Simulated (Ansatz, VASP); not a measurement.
**C in VASP and in Ansatz**

The input INCAR:

```
SYSTEM = C
PREC = Accurate ; ENCUT = 520
EDIFF = 1E-6 ; ISMEAR = -1
SIGMA = 0.05 ; LREAL = .False.
LASPH = .True. ; NELM = 80
ALGO = Normal ; ISIF = 2
LWAVE = .False. ; LCHARG = .False.
METAGGA = R2SCAN ; LMIXTAU = .True.
NBANDS = 11
```

Contents of KPOINTS:

```
regular mesh
0
Gamma
  13 13 8
  0 0 0
```

POSCAR

```
C
1.0
    2.1273203072     -1.2282824400      0.0000000000
    2.1273203072      1.2282824400      0.0000000000
   -1.3790696309      0.0000000000      3.5028300786
C
2
Direct
    0.1666444700      0.1666444700      0.9999069600
    0.8333555300      0.8333555300      0.0000930400
```

Contents of KPOINTS_OPT:

```
path GYFLI,I1ZF1,YX1,XGN,MG
15
line-mode
reciprocal
 0.0000000000  0.0000000000  0.0000000000  G
 0.5000000000  0.5000000000 -1.0000000000  Y

 0.5000000000  0.5000000000 -1.0000000000  Y
 0.4123194886  0.4123194886 -1.1190266490  F

 0.4123194886  0.4123194886 -1.1190266490  F
 0.5000000000  0.5000000000 -0.5000000000  L

 0.5000000000  0.5000000000 -0.5000000000  L
 0.6935932999  0.3064067001 -0.5000000000  I

 0.3064067001 -0.3064067001  0.5000000000  I1
 0.0000000000  0.0000000000  0.5000000000  Z

 0.0000000000  0.0000000000  0.5000000000  Z
 0.5876805114  0.5876805114  0.1190266490  F1

 0.5000000000  0.5000000000 -1.0000000000  Y
 0.6104897536  0.3895102464 -1.0000000000  X1

 0.3895102464 -0.3895102464  0.0000000000  X
 0.0000000000  0.0000000000  0.0000000000  G

 0.0000000000  0.0000000000  0.0000000000  G
 0.5000000000  0.0000000000 -0.5000000000  N

 0.5000000000  0.0000000000  0.0000000000  M
 0.0000000000  0.0000000000  0.0000000000  G
```

The input input.yaml:

```yaml
crystal:
  lattice:
    - [2.1273203072, -1.22828244, 0.0]
    - [2.1273203072, 1.22828244, 0.0]
    - [-1.3790696309, 0.0, 3.5028300786]
  atoms:
    - { symbol: C, position: [0.16664447, 0.16664447, 0.99990696] }
    - { symbol: C, position: [0.83335553, 0.83335553, 9.304e-05] }
hamiltonian:
  xc: r2scan
  pseudopotentials: { kind: paw }
kpoints:
  mp_grid: { grid: [13, 13, 8] }
  band_path:
    path:
      - [[0.0, 0.0, 0.0], [0.5, 0.5, -1.0], [0.4123194886, 0.4123194886, -1.119026649], [0.5, 0.5, -0.5], [0.6935932999, 0.3064067001, -0.5]]
      - [[0.3064067001, -0.3064067001, 0.5], [0.0, 0.0, 0.5], [0.5876805114, 0.5876805114, 0.119026649]]
      - [[0.5, 0.5, -1.0], [0.6104897536, 0.3895102464, -1.0]]
      - [[0.3895102464, -0.3895102464, 0.0], [0.0, 0.0, 0.0], [0.5, 0.0, -0.5]]
      - [[0.5, 0.0, 0.0], [0.0, 0.0, 0.0]]
    npoints: 14
scf:
  occupations: { method: fermi_dirac, width: 0.05 }
  n_extra_bands: 6
output:
  forces: true
  stress: true
  eigenvalues: true
  fatbands: true
  write_density: true
  write_potential: true
  elf: true
  volumetric_format: npy
```

This is a stacking variant of graphite.

Alike in both runs: task band structure; functional r2SCAN; k mesh 13 × 13 × 8; occupations fermi-dirac, width 0.05 eV; no spin polarisation.

```csv
,VASP,Ansatz
version,VASP 6.6.1,Ansatz 0.2.0
potentials or method,"VASP PAW PBE potentials, release 64 (C)",Ansatz PAW
plane-wave cutoff (eV),520,500
valence electrons in the cell,8,8
```

VASP gave:

* gap on the k mesh at the Fermi level (eV): 0.99
* least direct gap on the mesh (eV): 1.00
* gap along the band path (eV): 0.36
* pressure (GPa): 0.5
* largest component of the traceless stress (GPa): 0.32
* rms of the force components (eV/Å): 0.006

Q: What did Ansatz give for the same quantities?

A: gap on the k mesh at the Fermi level (eV): 0.99; least direct gap on the mesh (eV): 1.00; gap along the band path (eV): 0.36; pressure (GPa): -0.2; largest component of the traceless stress (GPa): 0.44; rms of the force components (eV/Å): 0.006.

Atom by atom the forces differ by 0.000 eV/Å (rms over components). With one functional, cell and mesh, what is left measures potentials, basis and numerics.

Caveats: the PAW data sets were made with another functional, which shifts forces and pressure a little (VASP); the PAW data sets come from PBE, with cores solved anew for the run's functional, which leaves a small shift of forces and pressure (Ansatz).
